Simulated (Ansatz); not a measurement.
PbI2 (started from an entry of an open crystallographic database), relaxed with r2SCAN+rVV10 in Ansatz. It is trigonal, P-3m1 (No. 164); a = 4.566 Å, c = 7.041 Å in the conventional setting, 42.37 Å³ an atom. Pb has 6 I at 3.24 Å; I has 3 Pb at 3.24 Å.

The axes x, y and z are those of this cell:
```xyz
3
Lattice="4.5657 0.0000 0.0000 -2.2829 3.9540 0.0000 0.0000 0.0000 7.0411" Properties=species:S:1:pos:R:3 pbc="T T T"
Pb    0.0000    0.0000    0.0000
I     0.0000    2.6360    1.8784
I     2.2829    1.3180    5.1627
```

Unstrained: With PBE the gap is 2.228 eV and direct, at A. With r2SCAN the gap is 2.623 eV and direct, at A. HSE06 gives a direct gap of 2.932 eV at A. Meshes: PBE 6×6×4, r2SCAN 6×6×4, HSE06 6×6×4. Strains are changes of length per length. After each strain the atoms were relaxed again with r2SCAN+rVV10 within the symmetry that the strain leaves, so tilts or polar shifts that break it weren't tested; points keep the names that they have in the unstrained zone. Calculated for a static, non-magnetic cell.

Q: Apply isotropic +3.47 % on every length. How far does the gap move, against the unstrained cell?

A: PBE: the gap goes from 2.228 to 2.266 eV (+0.038 eV); it turns from direct (A) to indirect (H → A). r2SCAN: the gap goes from 2.623 to 2.650 eV (+0.027 eV); it turns from direct (A) to indirect (H → A). HSE06: the gap goes from 2.932 to 2.990 eV (+0.058 eV); it turns from direct (A) to indirect (H → A).

Q: Apply isotropic +5.42 % on every length. How far does the gap move, against the unstrained cell?

A: PBE: the gap goes from 2.228 to 2.209 eV (-0.019 eV); it turns from direct (A) to indirect (H → A). r2SCAN: the gap goes from 2.623 to 2.583 eV (-0.040 eV); it turns from direct (A) to indirect (H → A). HSE06: the gap goes from 2.932 to 2.931 eV (-0.001 eV); it turns from direct (A) to indirect (H → A).

Spin-orbit coupling is left out; in compounds of Pb, Bi, Tl or Hg it can lower a gap by up to about 1 eV, split its edges or invert the bands.
